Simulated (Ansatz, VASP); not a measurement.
# Cross-check of GaAs (GaAs(110)) between VASP and Ansatz, part 3 of 3

Wanted: the spread between two codes on one cell, functional and k mesh. Of the first pair: The structure shown is the end of the VASP relaxation below. Valence electrons are named where the data sets of a main pair hold unlike numbers.

VASP 6.6.1 and Ansatz 0.2.0.

So far: The structure; VASP: relaxation, PBE; Ansatz: single point, PBE; Comparison; What the set-up changes; Ansatz: band structure, PBE.

**7. VASP: band structure, PBE**

Level of this step: PBE; plane waves and PAW (Ga, As) (VASP).

The same cell, functional, mesh and smearing now go to VASP, with its own data sets.

Contents of INCAR:

```
SYSTEM = GaAs
PREC = Normal
ENCUT = 320
EDIFF = 1E-06
NELM = 120
ISMEAR = 0
SIGMA = 0.03
LREAL = Auto
ALGO = Fast
GGA = PE
NBANDS = 54
LORBIT = 11
LWAVE = .FALSE.
LCHARG = .TRUE.
KPAR = 2
IDIPOL = 3
LDIPOL = .TRUE.
DIPOL = 0.5 0.5 0.5
LVHAR = .TRUE.
LVACPOTAV = .TRUE.
NEDOS = 1500
```

Contents of POSCAR:

```
GaAs
1.0
    4.1549222447      0.0000000000      0.0000000000
    0.0000000000      5.8759473891      0.0000000000
    0.0000000000      0.0000000000     32.1518438136
Ga As
9 9
Direct
    0.0000000000      0.0577497807      0.2632204430
    0.5000000000      0.4843683325      0.3082859639
    0.0000000000      0.9930770182      0.3744059091
    0.5000000000      0.4947087697      0.4364033764
    0.0000000000      0.9973500076      0.5000000000
    0.5000000000      0.4947087697      0.5635966236
    0.0000000000      0.9930770182      0.6255940909
    0.5000000000      0.4843683325      0.6917140361
    0.0000000000      0.0577497807      0.7367795570
    0.0000000000      0.7313785412      0.3115008013
    0.5000000000      0.2598483475      0.2416183464
    0.0000000000      0.7417905528      0.4372233353
    0.5000000000      0.2411667067      0.3732724529
    0.0000000000      0.7417905528      0.5627766647
    0.5000000000      0.2444738938      0.5000000000
    0.0000000000      0.7313785412      0.6884991987
    0.5000000000      0.2411667067      0.6267275471
    0.5000000000      0.2598483475      0.7583816536
```

Contents of KPOINTS:

```
Automatic mesh
0
Gamma
6 4 1
0 0 0
```

Contents of KPOINTS_OPT:

```
Line mode
14
Line-mode
Reciprocal
  0.00000000   0.00000000   0.00000000 GAMMA
  0.50000000   0.00000000   0.00000000 X

  0.50000000   0.00000000   0.00000000 X
  0.50000000   0.50000000   0.00000000 S

  0.50000000   0.50000000   0.00000000 S
  0.00000000   0.50000000   0.00000000 Y

  0.00000000   0.50000000   0.00000000 Y
  0.00000000   0.00000000   0.00000000 GAMMA

  0.00000000   0.00000000   0.00000000 GAMMA
  0.50000000   0.50000000   0.00000000 S
```

The projector-augmented-wave data sets are Ga and As (PBE family, release 64).

Run with:

```
$ mpirun -np 4 vasp_std
```

Numbers of over 12 decimals in the logs are rounded to 6 here.

The program printed:

```text
[banner, memory and clock lines left out]
running    4 mpi-ranks, on    1 nodes
[...]
LDA part: xc-table for (Slater+PW92), standard interpolation
 POSCAR, INCAR and KPOINTS ok, starting setup
[...]
entering main loop
       N       E                     dE             d eps       ncg     rms          rms(c)
DAV:   1     0.304766691641E+03    0.30477E+03   -0.18338E+04  1296   0.684E+02
DAV:   2    -0.370301108547E+02   -0.34180E+03   -0.33018E+03  1722   0.148E+02
DAV:   3    -0.729923430413E+02   -0.35962E+02   -0.35488E+02  1592   0.502E+01
DAV:   4    -0.743620206346E+02   -0.13697E+01   -0.13653E+01  1704   0.110E+01
[...]
RMM:  21    -0.726870752955E+02   -0.84842E-05   -0.53310E-07  1077   0.143E-03    0.522E-04
RMM:  22    -0.726870763976E+02   -0.11021E-05   -0.57046E-08   549   0.651E-04    0.259E-04
RMM:  23    -0.726870768602E+02   -0.46257E-06   -0.29989E-08   496   0.675E-04
|                                                                             |
[...]
|     workfunction values.                                                    |
|                                                                             |

   1 F= -.72687077E+02 E0= -.72687077E+02  d E =-.469950E-11
 Start KPOINTS_OPT (optional k-point list driver)
k-point batch [1-12\70]
       N       E                     dE             ncg
DAV:   1    -0.672687632519E+03   -0.72815E+04     1296
DAV:   2    -0.461562617672E+04   -0.39429E+04     1736
DAV:   3    -0.504080549145E+04   -0.42518E+03     1568
DAV:   4    -0.505633634939E+04   -0.15531E+02     1712
[...]
DAV:   8    -0.505682399388E+04   -0.37184E-04     1608
DAV:   9    -0.505682399583E+04   -0.19499E-05     1322
DAV:  10    -0.505682399599E+04   -0.16211E-06     1024
[...]
k-point batch [61-70\70]
       N       E                     dE             ncg
DAV:   1    -0.501720070118E+03   -0.12328E+05     1080
DAV:   2    -0.369098640941E+04   -0.31893E+04     1466
DAV:   3    -0.401566637486E+04   -0.32468E+03     1312
DAV:   4    -0.402683660273E+04   -0.11170E+02     1424
[...]
DAV:   8    -0.402718979347E+04   -0.42055E-04     1448
DAV:   9    -0.402718979546E+04   -0.19900E-05     1192
DAV:  10    -0.402718979564E+04   -0.18548E-06      952
```

OUTCAR, selected parts (step 7):

```text
  Total       -9.4397807     -6.0027979     -0.9844261      0.0000000      0.0000000      0.0000000
  in kB      -19.2675194    -12.2523000     -2.0093103      0.0000000      0.0000000      0.0000000
  external PRESSURE =     -11.1763766 kB  Pullay stress =       0.0000000 kB

 POSITION                                       TOTAL-FORCE (eV/Angst)
 -----------------------------------------------------------------------------------
      0.00000      0.33933      8.46302         0.000000      0.007874      0.004736
      2.07746      2.84612      9.91196        -0.000000      0.010637      0.010292
      0.00000      5.83527     12.03784        -0.000000     -0.006456     -0.000801
      2.07746      2.90688     14.03117        -0.000000     -0.014446      0.017708
      0.00000      5.86038     16.07592        -0.000000     -0.014416     -0.000000
      2.07746      2.90688     18.12067        -0.000000     -0.014446     -0.017708
      0.00000      5.83527     20.11400        -0.000000     -0.006456      0.000801
      2.07746      2.84612     22.23988        -0.000000      0.010637     -0.010292
      0.00000      0.33933     23.68882        -0.000000      0.007874     -0.004736
      0.00000      4.29754     10.01533        -0.000000     -0.002891      0.013367
      2.07746      1.52686      7.76848        -0.000000      0.014534      0.015558
      0.00000      4.35872     14.05754        -0.000000     -0.011102      0.010504
      2.07746      1.41708     12.00140         0.000000      0.021577      0.011059
      0.00000      4.35872     18.09431        -0.000000     -0.011102     -0.010504
[...]
-----------------------------------------------------------------------------------
    total drift:                                0.000000      0.050701      0.000008

  FREE ENERGIE OF THE ION-ELECTRON SYSTEM (eV)
  ---------------------------------------------------
  free  energy   TOTEN  =       -72.6870768602 eV

  energy  without entropy=      -72.6870768602  energy(sigma->0) =      -72.68707686

[... 2 parts as in an earlier step ...]

[... 1 further part left out ...]
[key lines of the parts left out:]
E-fermi :  -0.9341
```

**8. Side by side**

What differs besides the data sets and the points named for the pairs above, as far as they apply: the data sets hold 252 valence electrons in Ansatz (on its default PAW (the set named soft_2) files) and 72 in VASP. Total energies have different zeros and are not compared.

Compared:

```csv
quantity,Ansatz,VASP,difference
gap over the path points (eV),0.522,0.552,-0.029
```

Levels at points of the path, from each program's valence-band top (eV; 4 filled, then empty):

| k (reciprocal lattice) | Ansatz | VASP |
| --- | --- | --- |
| 0.000 0.000 0.000 | -0.17 -0.15 -0.09 0.00 0.52 1.31 1.52 | -0.17 -0.15 -0.09 0.00 0.55 1.33 1.53 |
| 0.077 0.000 0.000 | -0.49 -0.41 -0.19 -0.14 1.06 1.66 1.87 | -0.48 -0.40 -0.19 -0.13 1.08 1.68 1.88 |
| 0.154 0.000 0.000 | -0.77 -0.70 -0.45 -0.19 1.62 2.06 2.17 | -0.76 -0.70 -0.45 -0.19 1.65 2.08 2.19 |
| 0.269 0.000 0.000 | -1.28 -1.02 -0.75 -0.35 1.67 1.86 2.13 | -1.27 -1.01 -0.73 -0.34 1.69 1.87 2.14 |
| 0.346 0.000 0.000 | -1.44 -1.13 -0.84 -0.49 1.39 1.52 1.86 | -1.43 -1.11 -0.82 -0.48 1.40 1.53 1.87 |
| 0.423 0.000 0.000 | -1.49 -1.13 -0.89 -0.63 1.19 1.21 1.82 | -1.48 -1.12 -0.87 -0.62 1.20 1.22 1.84 |
| 0.500 0.000 0.000 | -1.47 -1.11 -0.90 -0.70 1.08 1.12 1.75 | -1.45 -1.10 -0.88 -0.68 1.09 1.13 1.76 |
| 0.500 0.077 0.000 | -1.43 -1.11 -0.89 -0.70 1.14 1.14 1.84 | -1.41 -1.10 -0.87 -0.68 1.14 1.15 1.85 |
| 0.500 0.192 0.000 | -1.29 -1.12 -0.84 -0.67 1.25 1.35 2.05 | -1.28 -1.11 -0.82 -0.65 1.26 1.36 2.06 |
| 0.500 0.269 0.000 | -1.18 -1.14 -0.80 -0.64 1.36 1.48 2.13 | -1.17 -1.14 -0.78 -0.62 1.37 1.50 2.15 |

At this near-relaxed geometry the largest component of a force difference is 66 meV/Å. Among the levels compared at these points, filled levels agree within 25 meV and empty ones within 31 meV. With vacuum in the cell, a pressure given here is an average over mostly empty space and none of the material.

**9. Outcome**

| Property | Result |
| --- | --- |
| r.m.s. force difference (single point, PBE) | 14 meV/Å |
| r.m.s. force difference (band structure, PBE) | 14 meV/Å |

In words: The r.m.s. force difference is 14 meV/Å (band structure, PBE), beyond the 12 meV/Å picked in this series as the mark of a large difference. The data sets hold unlike numbers of valence electrons (252 in Ansatz and 72 in VASP), so part of the differences comes from the potentials. For single point, PBE, no further run moves any of the tabulated differences by more than a quarter of its size. What causes the difference of the band structure, PBE pair stays open here. 3 further runs of this series are not shown here. How closely two codes agree says nothing of how well the functional describes the real material.

[Lines on the potential files, build, host, timing and source positions are cut from VASP's logs without a mark.]

[Logs are printed without paths, hosts, clocks, repeated set-up lines and the standing remarks that a program may print on its own settings, such as how far it seeks lower states.]

[Hosts, paths, dates, database ids (printed as entryN), source tags and the programs' standing remarks are cut or masked in the printed files.]
